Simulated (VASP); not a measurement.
# Mo: Hubbard U by linear response

Mo, Im-3m (no. 229), 27 atoms in the cell. LDA, linear-response Hubbard U; PAW potentials Mo_sv (LDA set).

Shifted element: Mo; Shifted shell (l): 2; Cell repeated: 3 × 3 × 3; Shifts (eV): -0.2, -0.1, 0.1, 0.2.

## Input

INCAR.step1:
```
PREC = Accurate
ENCUT = 450
EDIFF = 1E-7
NELM = 200
ALGO = Normal
ISMEAR = 1
SIGMA = 0.1
LREAL = F
LASPH = T
LMAXMIX = 4
LORBIT = 11
LWAVE = T
LCHARG = T
GGA = CA
VOSKOWN = 1
ISPIN = 2
MAGMOM = 0 0 0 0 0 0 0 0 0 0 0 0 0 0 0 0 0 0 0 0 0 0 0 0 0 0 0
AMIX = 0.2
BMIX = 1E-4
AMIX_MAG = 0.8
BMIX_MAG = 1E-4
```

INCAR.step2, as INCAR.step1 but for:
```
- LWAVE = T
- LCHARG = T
+ LWAVE = F
+ LCHARG = F
+ LDAU = T
+ LDAUTYPE = 3
+ LDAUL = 2 -1
+ LDAUU = -0.2 0
+ LDAUJ = -0.2 0
+ LDAUPRINT = 1
+ ISTART = 1
+ ICHARG = 11
```

INCAR.step3, as INCAR.step2 but for:
```
- ICHARG = 11
+ ICHARG = 1
```

INCAR.step4, as INCAR.step3 but for:
```
- LDAUU = -0.2 0
- LDAUJ = -0.2 0
- ICHARG = 1
+ LDAUU = -0.1 0
+ LDAUJ = -0.1 0
+ ICHARG = 11
```

INCAR.step5, as INCAR.step4 but for:
```
- ICHARG = 11
+ ICHARG = 1
```

INCAR.step6, as INCAR.step5 but for:
```
- LDAUU = -0.1 0
- LDAUJ = -0.1 0
- ICHARG = 1
+ LDAUU = 0.1 0
+ LDAUJ = 0.1 0
+ ICHARG = 11
```

INCAR.step7, as INCAR.step6 but for:
```
- ICHARG = 11
+ ICHARG = 1
```

INCAR.step8, as INCAR.step7 but for:
```
- LDAUU = 0.1 0
- LDAUJ = 0.1 0
- ICHARG = 1
+ LDAUU = 0.2 0
+ LDAUJ = 0.2 0
+ ICHARG = 11
```

INCAR.step9, as INCAR.step8 but for:
```
- ICHARG = 11
+ ICHARG = 1
```

KPOINTS:
```
k-points
0
Gamma
  4 4 4
```

POSCAR:
```
Mo
1.0
   -4.7514269157      4.7514269157      4.7514269157
    4.7514269157     -4.7514269157      4.7514269157
    4.7514269157      4.7514269157     -4.7514269157
Mo Mo
1 26
Direct
    0.0000000000      0.0000000000      0.0000000000
    0.0000000000      0.0000000000      0.3333333333
    0.0000000000      0.0000000000      0.6666666667
    0.0000000000      0.3333333333      0.0000000000
    0.0000000000      0.3333333333      0.3333333333
    0.0000000000      0.3333333333      0.6666666667
    0.0000000000      0.6666666667      0.0000000000
    0.0000000000      0.6666666667      0.3333333333
    0.0000000000      0.6666666667      0.6666666667
    0.3333333333      0.0000000000      0.0000000000
    0.3333333333      0.0000000000      0.3333333333
    0.3333333333      0.0000000000      0.6666666667
    0.3333333333      0.3333333333      0.0000000000
    0.3333333333      0.3333333333      0.3333333333
    0.3333333333      0.3333333333      0.6666666667
    0.3333333333      0.6666666667      0.0000000000
    0.3333333333      0.6666666667      0.3333333333
    0.3333333333      0.6666666667      0.6666666667
    0.6666666667      0.0000000000      0.0000000000
    0.6666666667      0.0000000000      0.3333333333
    0.6666666667      0.0000000000      0.6666666667
    0.6666666667      0.3333333333      0.0000000000
    0.6666666667      0.3333333333      0.3333333333
    0.6666666667      0.3333333333      0.6666666667
    0.6666666667      0.6666666667      0.0000000000
    0.6666666667      0.6666666667      0.3333333333
    0.6666666667      0.6666666667      0.6666666667
```

Commands (each step's output is kept before the next begins):
```
cat potpaw_LDA.64/Mo_sv/POTCAR potpaw_LDA.64/Mo_sv/POTCAR > POTCAR
cp INCAR.step1 INCAR
mpirun -np 8 vasp_std > vasp.out
cp CHGCAR CHGCAR.0
cp WAVECAR WAVECAR.0
cp INCAR.step2 INCAR
mpirun -np 8 vasp_std > vasp.out
cp CHGCAR.0 CHGCAR
cp WAVECAR.0 WAVECAR
cp INCAR.step3 INCAR
mpirun -np 8 vasp_std > vasp.out
cp CHGCAR.0 CHGCAR
cp WAVECAR.0 WAVECAR
cp INCAR.step4 INCAR
mpirun -np 8 vasp_std > vasp.out
cp CHGCAR.0 CHGCAR
cp WAVECAR.0 WAVECAR
cp INCAR.step5 INCAR
mpirun -np 8 vasp_std > vasp.out
cp CHGCAR.0 CHGCAR
cp WAVECAR.0 WAVECAR
cp INCAR.step6 INCAR
mpirun -np 8 vasp_std > vasp.out
cp CHGCAR.0 CHGCAR
cp WAVECAR.0 WAVECAR
cp INCAR.step7 INCAR
mpirun -np 8 vasp_std > vasp.out
cp CHGCAR.0 CHGCAR
cp WAVECAR.0 WAVECAR
cp INCAR.step8 INCAR
mpirun -np 8 vasp_std > vasp.out
cp CHGCAR.0 CHGCAR
cp WAVECAR.0 WAVECAR
cp INCAR.step9 INCAR
mpirun -np 8 vasp_std > vasp.out
```

## Result

- U (eV): 3.2
- Bare response (electrons/eV): 0.885
- Relaxed response (electrons/eV): 0.232

Electrons in the shifted shell, density kept fixed:

| Shift (eV) | Electrons |
|---|---|
| -0.20 | 3.729 |
| -0.10 | 3.816 |
| 0.00 | 3.904 |
| 0.10 | 3.993 |
| 0.20 | 4.083 |

Electrons in the shifted shell, density relaxed:

| Shift (eV) | Electrons |
|---|---|
| -0.20 | 3.858 |
| -0.10 | 3.881 |
| 0.00 | 3.904 |
| 0.10 | 3.927 |
| 0.20 | 3.951 |

Limits: The slopes are limited by the printed digits (0.001 electrons) and by how far each density was converged.

VASP 6.6.1 took 1368 s on 8 cores (AMD EPYC 9R45 (Zen 5)), a shared host.
